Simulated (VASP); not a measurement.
# Ga: restarted molecular dynamics, 2 variants

Ga, I4/mmm (no. 139), 16 atoms in the cell. PBE, molecular dynamics; PAW potentials Ga (PBE set).

| Restart from | Temperature at the end (K) | The same without a restart (K) | Potential energy at the end (eV/atom) | The same without a restart (eV/atom) | Electronic steps in the first step after the restart | Time (s) |
|---|---|---|---|---|---|---|
| CONTCAR with velocities, WAVECAR read | 507.0 | 507.0 | -2.82775 | -2.82775 | 4 | 346 |
| CONTCAR with velocities, no WAVECAR | 507.0 | 507.0 | -2.82775 | -2.82775 | 13 | 344 |

Limits: 180 fs of 16 atoms are too short for converged averages.

## Input of the first row

INCAR.step1:
```
SYSTEM = Ga
GGA      = PE             ! functional
PREC     = Normal         ! precision mode
ENCUT    = 200            ! plane-wave cutoff, eV
EDIFF    = 1E-6           ! SCF threshold, eV
NELMIN   = 4            
NELM     = 60             ! most SCF steps
ALGO     = Fast           ! electronic algorithm
LREAL    = Auto         
LASPH    = .True.         ! aspherical terms in the spheres
ISMEAR   = -1             ! smearing method
SIGMA    = 0.05           ! smearing width, eV
ISYM     = 0            
LWAVE    = .True.         ! write WAVECAR
LCHARG   = .False.        ! write CHGCAR
IBRION   = 0              ! ionic algorithm
NSW      = 30             ! ionic steps
POTIM    = 3.0            ! step
TEBEG    = 1000         
ISIF     = 2              ! what is computed and relaxed
RANDOM_SEED= 404009 0 0   
MDALGO   = 1            
ANDERSEN_PROB= 0.0          
KPAR     = 2             
```

INCAR.step2, as INCAR.step1 but for:
```
- LWAVE = .True.
+ LWAVE = .False.
```

KPOINTS:
```
k-points
0
Monkhorst-Pack
  2 2 2
```

POSCAR.step1:
```
Ga
1.0
    5.5375948784      0.0000000000      0.0000000000
    0.0000000000      5.5375948784      0.0000000000
    0.0000000000      0.0000000000      9.2448953460
Ga
16
Direct
    0.0000000000      0.0000000000      0.0000000000
    0.0000000000      0.0000000000      0.5000000000
    0.0000000000      0.5000000000      0.0000000000
    0.0000000000      0.5000000000      0.5000000000
    0.5000000000      0.0000000000      0.0000000000
    0.5000000000      0.0000000000      0.5000000000
    0.5000000000      0.5000000000      0.0000000000
    0.5000000000      0.5000000000      0.5000000000
    0.2500000000      0.2500000000      0.2500000000
    0.2500000000      0.2500000000      0.7500000000
    0.2500000000      0.7500000000      0.2500000000
    0.2500000000      0.7500000000      0.7500000000
    0.7500000000      0.2500000000      0.2500000000
    0.7500000000      0.2500000000      0.7500000000
    0.7500000000      0.7500000000      0.2500000000
    0.7500000000      0.7500000000      0.7500000000
```

Commands (each step's output is kept before the next begins):
```
cat potpaw_PBE.64/Ga/POTCAR > POTCAR
cp INCAR.step1 INCAR
cp POSCAR.step1 POSCAR
mpirun -np 2 vasp_std > vasp.out
cp CONTCAR POSCAR
cp INCAR.step2 INCAR
mpirun -np 2 vasp_std > vasp.out
```

Changes of the last row against the first:
```
(step 1)
- LWAVE = True
+ LWAVE = False
```

VASP 6.6.1 took 346 s on 2 cores (Intel Xeon Platinum 8488C (Sapphire Rapids)), a shared host.
